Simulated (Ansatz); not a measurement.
# Sn (Fd-3m) in Ansatz: notebook

One crystal, Sn, is run at these levels: PBEsol; tasks: single point.

All numbers are computed with Ansatz 0.2.0; they aren't measurements. Logs are shortened: lines on timing, memory, paths and dates and some standing lists are left out, and cuts for length are marked.

## (1) Starting point

It takes space group Fd-3m (No. 227, cubic). The conventional cell has a = 6.467 Å, b = 6.467 Å, c = 6.467 Å, α = 90.00°, β = 90.00°, γ = 90.00°. Sn (site symmetry -43m) has 4 Sn at 2.80 Å as nearest neighbours.

This isn't the form of Sn at room conditions, which is tetragonal (white tin).

## (2) Single point, PBEsol, 33.79 Å³/atom (strain_shear_xy = -0.04)

Contents of input.yaml:

```yaml
crystal:
  lattice:
    - [-0.064666856, 3.2333428, 3.2333428]
    - [3.2333428, -0.064666856, 3.2333428]
    - [3.168675944, 3.168675944, 0.0]
  atoms:
    - { symbol: Sn, position: [0.75, 0.75, 0.75] }
    - { symbol: Sn, position: [0.5, 0.5, 0.5] }
kpoints:
  mp_grid: { grid: [7, 7, 7] }
scf:
  occupations: { method: fermi_dirac, width: 0.05 }
hamiltonian:
  xc: pbesol
  pseudopotentials: { kind: all_electron, lapw: { basis_error: 0.001 } }
output:
  forces: true
  stress: true
  eigenvalues: true
```

Potentials or basis: all-electron LAPW, scalar-relativistic.

Launch:

```console
ansatz run input.yaml --threads 1 --pin off --max-ram 3072MiB --backend cpu --events-out ev --progress --plain --runs-dir out
```

The log of the run:

```text
Warning: RAYON_NUM_THREADS=1 ignored (pool sized by the plan → 1); use --threads N
LAPW: plane waves up to 8.346 Å⁻¹, error target 1.0e-3 eV per atom; small_component_spin mean_spin; Sn in spheres of 1.381 Å, 22 of its electrons in bands, Dirac shells [] (how accurate: hamiltonian.pseudopotentials.lapw.basis_error, Limitations)
Engine: ansatz 0.2.0, x86_64-unknown-linux-gnu
Pseudopotentials: kind: all_electron
Pseudopotential: Sn, LAPW, valence charge 22, lapw/all_electron/scalar/gaussian/Sn, Koelling and Harmon's equation, gaussian nucleus
Functional definition: PBEsol
  exchange = pbesol_x
  correlation = pbesol_c
Crystal: 2 atoms, lattice volume = 67.579 Å³
Basis set: ecut = 265.4157007413136 eV, 659 PW (Γ), exchange–correlation at level 2
Bands: 27, of which v1, the nominal top of the filled ones, is band 22 counted from 1 (21 counted from 0)
Symmetry: 8 space group operations
Space group: Imma (ITA 74), of the structure as read, at distance tolerance 4.1e-5 Å
k-points: 64 of 343
Non-local potential: Sn, projectors of the file, none
Initial density: superposition of atomic densities (chi_scale 0.1, normalization cell)
Initial wavefunctions: plane waves of lowest kinetic energy (no species holds an atomic orbital)
Functional: x = pbesol(κ = 0.804, μ = 0.12345679012345678), c = pbesol(β = 0.046)
iter 1 solved again at ethr=6.55e-4 eV; its pass at ethr=1.00e-1 eV (dr2=2.88e-1 eV) is discarded
SCF iter   1: F=—  HF=-336030.037919 eV  |F-HF|=—  |Δ(HF+E_count)|=         —  Δρ=1.87e-2  dr2=2.91e-1  ethr=6.55e-4  ⟨swp⟩=2.9  Hψ=11161  notcnv=0
preconditioner: auto → Kerker (q_TF=auto, 2.540 Å⁻¹)  [metal: Δε(μ)=0.192 eV  Ē_g=20.769 eV  σ=0.050 eV  W_gap=0.50  n_scr=14 (ndim 8)  ℏωp=23.9 eV  f_vac=0.121  D(μ)=0.17/eV (n_scr^D=0)]
SCF iter   2: F=—  HF=-336029.998957 eV  |F-HF|=—  |Δ(HF+E_count)|=   3.90e-2  Δρ=1.30e-2  dr2=1.79e-1  ethr=6.55e-4  ⟨swp⟩=2.0  Hψ=4807  notcnv=0
SCF iter   3: F=—  HF=-336029.970041 eV  |F-HF|=—  |Δ(HF+E_count)|=   2.89e-2  Δρ=4.77e-3  dr2=3.78e-2  ethr=4.08e-4  ⟨swp⟩=2.0  Hψ=5120  notcnv=0
SCF iter   4: F=—  HF=-336029.956705 eV  |F-HF|=—  |Δ(HF+E_count)|=   1.33e-2  Δρ=2.38e-3  dr2=1.01e-2  ethr=8.58e-5  ⟨swp⟩=2.0  Hψ=4807  notcnv=0
SCF iter   5: F=—  HF=-336029.956395 eV  |F-HF|=—  |Δ(HF+E_count)|=         —  Δρ=9.95e-4  dr2=1.22e-3  ethr=2.29e-5  ⟨swp⟩=2.0  Hψ=4864  notcnv=0
the basis was enlarged: its passes take 190.2 KiB over the memory plan, 1 of 1 planned eigensolver slots
iter 6 solved again at ethr=2.21e-7 eV; its pass at ethr=2.78e-6 eV (dr2=9.72e-5 eV) is discarded
SCF iter   6: F=—  HF=-336029.957351 eV  |F-HF|=—  |Δ(HF+E_count)|=   9.56e-4  Δρ=2.95e-4  dr2=9.71e-5  ethr=2.21e-7  ⟨swp⟩=2.0  Hψ=8650  notcnv=0
SCF iter   7: F=—  HF=-336029.957466 eV  |F-HF|=—  |Δ(HF+E_count)|=   1.15e-4  Δρ=7.30e-5  dr2=4.80e-6  ethr=2.21e-7  ⟨swp⟩=3.0  Hψ=5068  notcnv=0
SCF iter   8: F=—  HF=-336029.957467 eV  |F-HF|=—  |Δ(HF+E_count)|=   5.17e-7  Δρ=2.82e-5  dr2=4.97e-7  ethr=1.09e-8  ⟨swp⟩=3.0  Hψ=5062  notcnv=0
SCF iter   9: F=-336029.957469 eV  HF=-336029.957469 eV  |F-HF|=1.38e-7  |Δ(HF+E_count)|=   1.85e-6  Δρ=9.04e-6  dr2=8.77e-8  ethr=1.13e-9  ⟨swp⟩=3.0  Hψ=5066  notcnv=0
SCF 1 converged in 9 iterations: F = -336029.957469 eV  dr2 = 8.77e-8
SCF converged after 9 iterations
Free energy (F): -336029.957469 eV
Harris-Foulkes:  -336029.957469 eV  (|F-HF|=1.38e-7)
Internal energy: -336029.955616 eV  (E = F + TS)
E sigma→0 (E₀):  -336029.956542 eV
Entropy (-TS):   -0.001853 eV (-0.927 meV/atom)
Fermi energy:    10.090575 eV
--- Per-component energies (eV) ---
  E_band       = -1556.542633
  E_kinetic    = 353384.260941
  E_xc         = -8844.902035
  E_electrostatic = -680569.314522  (all electrons and nuclei)
  E_smearing   = -0.001853  (= −TS)
  E_closure    = 0.000000  (closes the sum)
  E_atoms      = -336021.595641  (free atoms, spherical and without spin; not in F)
  Σ components = -336029.957469   (vs F -336029.957469, Δ=0.00e0)
  Basis errors (estimates in eV, not in F): energy 4.2e-4 per atom: plane waves 3.9e-4 (2.3e-4 summed), levels above the bands 3.4e-56, relativity 1.6e-8, radial functions 3.1e-5, core shells 6.7e-8; eigenvalues (radial functions only) 3.1e-7; not estimated: angular momenta, meshes, grids; target (lapw.basis_error) 1.0e-3; muffin-tin radii Sn 1.381 Å
--- Forces (eV/Å), atoms counted from 1 ---
  atom   1  Sn     0.00000000     0.00000000     0.38800384
  atom   2  Sn     0.00000000    -0.00000000    -0.38800384
  max |Σ_I F_I| component: 0.00e0 eV/Å
--- Stress (GPa, compression-positive) ---
        1.685588       2.063606      -0.000000
        2.063606       1.685588       0.000000
       -0.000000       0.000000       1.659635
  P = ⅓ Tr σ = 1.6769 GPa (16.769 kbar)
--- Band table (eV; the first three rows and the last of 64) ---
  k-point 0: bands = ["-119.0804", "-119.0771", "-74.9199", "-74.9190", "-74.9178", "-74.9080", "-74.9037", "-74.8993", "-11.4935", "-11.4560", "-11.4185", "-11.3948", "-11.3926", "-11.1015", "-11.0707", "-11.0604", "-11.0591", "-11.0405", "-0.5184", "9.5471", "10.2555", "10.2662", "10.3102", "12.0985", "12.3785", "12.5929", "15.0763"]
  k-point 1: bands = ["-119.0803", "-119.0772", "-74.9201", "-74.9191", "-74.9178", "-74.9078", "-74.9034", "-74.8996", "-11.4952", "-11.4612", "-11.4406", "-11.3729", "-11.3655", "-11.1164", "-11.0964", "-11.0624", "-11.0483", "-11.0254", "-0.3103", "7.7817", "9.8676", "9.8839", "10.7070", "12.6012", "12.9135", "13.3348", "16.1113"]
  k-point 2: bands = ["-119.0799", "-119.0776", "-74.9206", "-74.9194", "-74.9174", "-74.9073", "-74.9029", "-74.9002", "-11.5011", "-11.4590", "-11.4563", "-11.3387", "-11.3382", "-11.1328", "-11.1273", "-11.0784", "-11.0351", "-11.0100", "0.2858", "5.6503", "9.3224", "9.3318", "10.3359", "13.1708", "13.4458", "15.2256", "16.2313"]
  k-point 63: bands = ["-119.0792", "-119.0783", "-74.9221", "-74.9193", "-74.9127", "-74.9107", "-74.9051", "-74.8979", "-11.5374", "-11.4983", "-11.3702", "-11.3353", "-11.2470", "-11.2038", "-11.1762", "-11.1290", "-10.9961", "-10.9712", "2.3110", "2.9527", "7.0882", "7.9633", "11.2225", "11.7274", "17.0734", "17.2280", "18.1350"]
```

Wall time 7.4 s (1 thread of AMD EPYC 9R45 (Zen 5), shared host); peak memory 0.46 GiB.

What came out:

- Free energy: -336029.9575 eV
- Pressure: 1.7 GPa
- Largest force: 0.388 eV/Å
- Band gap on the k mesh: none (metal or under the smearing width)

## (3) Single point, PBEsol, 33.80 Å³/atom (strain_shear_xy = -0.02)

input.yaml: that of step 2 with these lines changed.

```diff
@@ -2,5 +2,5 @@
   lattice:
-    - [-0.064666856, 3.2333428, 3.2333428]
-    - [3.2333428, -0.064666856, 3.2333428]
-    - [3.168675944, 3.168675944, 0.0]
+    - [-0.032333428, 3.2333428, 3.2333428]
+    - [3.2333428, -0.032333428, 3.2333428]
+    - [3.201009372, 3.201009372, 0.0]
   atoms:
```

Potentials or basis: all-electron LAPW, scalar-relativistic.

Launch:

```console
ansatz run input.yaml --threads 1 --pin off --max-ram 3072MiB --backend cpu --events-out ev --progress --plain --runs-dir out
```

It took 5.8 s on 1 thread of AMD EPYC 9R45 (Zen 5), shared host; peak memory 0.45 GiB.

Results (log left out):

* Free energy: -336029.9707 eV
* Pressure: 1.6 GPa
* Largest force: 0.195 eV/Å
* Band gap on the k mesh: none (metal or under the smearing width)

## (4) Single point, PBEsol, 31.77 Å³/atom (volume scaled by 0.94)

Contents of input.yaml:

```yaml
crystal:
  lattice:
    - [0.0, 3.1673376916, 3.1673376916]
    - [3.1673376916, 0.0, 3.1673376916]
    - [3.1673376916, 3.1673376916, 0.0]
  atoms:
    - { symbol: Sn, position: [0.75, 0.75, 0.75] }
    - { symbol: Sn, position: [0.5, 0.5, 0.5] }
kpoints:
  mp_grid: { grid: [7, 7, 7] }
scf:
  occupations: { method: fermi_dirac, width: 0.05 }
hamiltonian:
  xc: pbesol
  pseudopotentials: { kind: all_electron, lapw: { basis_error: 0.0005 } }
output:
  forces: true
  stress: true
  eigenvalues: true
```

Launch:

```console
ansatz run input.yaml --threads 1 --pin off --max-ram 3072MiB --backend cpu --events-out ev --progress --plain --runs-dir out
```

Run time: 8.3 s. Hardware: 1 thread of Intel Xeon Platinum 8375C at 2.90GHz (Ice Lake), shared host; peak memory 0.34 GiB.

The run converged. Its results:

* Free energy: -336029.8944 eV
* Pressure: 5.1 GPa
* Band gap on the k mesh: none (metal or under the smearing width)

## (5) Single point, PBEsol, 32.45 Å³/atom (volume scaled by 0.96)

input.yaml: that of step 4 with these lines changed.

```diff
@@ -2,5 +2,5 @@
   lattice:
-    - [0.0, 3.1673376916, 3.1673376916]
-    - [3.1673376916, 0.0, 3.1673376916]
-    - [3.1673376916, 3.1673376916, 0.0]
+    - [0.0, 3.1896436215, 3.1896436215]
+    - [3.1896436215, 0.0, 3.1896436215]
+    - [3.1896436215, 3.1896436215, 0.0]
   atoms:
```

Launch:

```console
ansatz run input.yaml --threads 1 --pin off --max-ram 3072MiB --backend cpu --events-out ev --progress --plain --runs-dir out
```

It took 8.1 s on 1 thread of Intel Xeon Platinum 8375C at 2.90GHz (Ice Lake), shared host; peak memory 0.34 GiB.

Results (log left out):

```
Free energy            : -336029.9314 eV
Pressure               : 3.8 GPa
Band gap on the k mesh : none (metal or under the smearing width)
```

## (6) Single point, PBEsol, 33.13 Å³/atom (volume scaled by 0.98)

input.yaml: that of step 5 with these lines changed.

```diff
@@ -2,5 +2,5 @@
   lattice:
-    - [0.0, 3.1896436215, 3.1896436215]
-    - [3.1896436215, 0.0, 3.1896436215]
-    - [3.1896436215, 3.1896436215, 0.0]
+    - [0.0, 3.2116418589, 3.2116418589]
+    - [3.2116418589, 0.0, 3.2116418589]
+    - [3.2116418589, 3.2116418589, 0.0]
   atoms:
```

Potentials or basis: all-electron LAPW, scalar-relativistic.

Launch:

```console
ansatz run input.yaml --threads 1 --pin off --max-ram 3072MiB --backend cpu --events-out ev --progress --plain --runs-dir out
```

Wall time 8.6 s (1 thread of Intel Xeon Platinum 8375C at 2.90GHz (Ice Lake), shared host); peak memory 0.34 GiB.

The run converged. Its results:

* Free energy: -336029.9580 eV
* Pressure: 2.6 GPa
* Band gap on the k mesh: none (metal or under the smearing width)

## (7) Single point, PBEsol, 33.80 Å³/atom

input.yaml: that of step 6 with these lines changed.

```diff
@@ -2,5 +2,5 @@
   lattice:
-    - [0.0, 3.2116418589, 3.2116418589]
-    - [3.2116418589, 0.0, 3.2116418589]
-    - [3.2116418589, 3.2116418589, 0.0]
+    - [0.0, 3.2333428, 3.2333428]
+    - [3.2333428, 0.0, 3.2333428]
+    - [3.2333428, 3.2333428, 0.0]
   atoms:
```

Launch:

```console
ansatz run input.yaml --threads 1 --pin off --max-ram 3072MiB --backend cpu --events-out ev --progress --plain --runs-dir out
```

Wall time 8 s (1 thread of Intel Xeon Platinum 8375C at 2.90GHz (Ice Lake), shared host); peak memory 0.34 GiB.

Results (log left out):

```yaml
Free_energy: -336029.9754 eV
Pressure: 1.5 GPa
Band_gap_on_the_k_mesh: none (metal or under the smearing width)
```

## (8) Single point, PBEsol, 34.48 Å³/atom (volume scaled by 1.02)

input.yaml: that of step 7 with these lines changed.

```diff
@@ -2,5 +2,5 @@
   lattice:
-    - [0.0, 3.2333428, 3.2333428]
-    - [3.2333428, 0.0, 3.2333428]
-    - [3.2333428, 3.2333428, 0.0]
+    - [0.0, 3.2547562903, 3.2547562903]
+    - [3.2547562903, 0.0, 3.2547562903]
+    - [3.2547562903, 3.2547562903, 0.0]
   atoms:
```

Launch:

```console
ansatz run input.yaml --threads 1 --pin off --max-ram 3072MiB --backend cpu --events-out ev --progress --plain --runs-dir out
```

Run time: 7.8 s. Hardware: 1 thread of Intel Xeon Platinum 8375C at 2.90GHz (Ice Lake), shared host; peak memory 0.34 GiB.

The run converged. Its results:

| Item | Value |
| --- | --- |
| Free energy | -336029.9844 eV |
| Pressure | 0.6 GPa |
| Band gap on the k mesh | none (metal or under the smearing width) |

## (9) Single point, PBEsol, 35.16 Å³/atom (volume scaled by 1.04)

input.yaml: that of step 8 with these lines changed.

```diff
@@ -2,5 +2,5 @@
   lattice:
-    - [0.0, 3.2547562903, 3.2547562903]
-    - [3.2547562903, 0.0, 3.2547562903]
-    - [3.2547562903, 3.2547562903, 0.0]
+    - [0.0, 3.2758916636, 3.2758916636]
+    - [3.2758916636, 0.0, 3.2758916636]
+    - [3.2758916636, 3.2758916636, 0.0]
   atoms:
```

Potentials or basis: all-electron LAPW, scalar-relativistic.

Launch:

```console
ansatz run input.yaml --threads 1 --pin off --max-ram 3072MiB --backend cpu --events-out ev --progress --plain --runs-dir out
```

It took 7.9 s on 1 thread of Intel Xeon Platinum 8375C at 2.90GHz (Ice Lake), shared host; peak memory 0.35 GiB.

It converged, with:

| Item | Value |
| --- | --- |
| Free energy | -336029.9862 eV |
| Pressure | -0.2 GPa |
| Band gap on the k mesh | none (metal or under the smearing width) |

## (10) Single point, PBEsol, 35.83 Å³/atom (volume scaled by 1.06)

input.yaml: that of step 9 with these lines changed.

```diff
@@ -2,5 +2,5 @@
   lattice:
-    - [0.0, 3.2758916636, 3.2758916636]
-    - [3.2758916636, 0.0, 3.2758916636]
-    - [3.2758916636, 3.2758916636, 0.0]
+    - [0.0, 3.2967577782, 3.2967577782]
+    - [3.2967577782, 0.0, 3.2967577782]
+    - [3.2967577782, 3.2967577782, 0.0]
   atoms:
```

Launch:

```console
ansatz run input.yaml --threads 1 --pin off --max-ram 3072MiB --backend cpu --events-out ev --progress --plain --runs-dir out
```

Run time: 7.5 s. Hardware: 1 thread of Intel Xeon Platinum 8375C at 2.90GHz (Ice Lake), shared host; peak memory 0.32 GiB.

It converged, with:

```yaml
Free_energy: -336029.9814 eV
Pressure: -0.9 GPa
Band_gap_on_the_k_mesh: none (metal or under the smearing width)
```
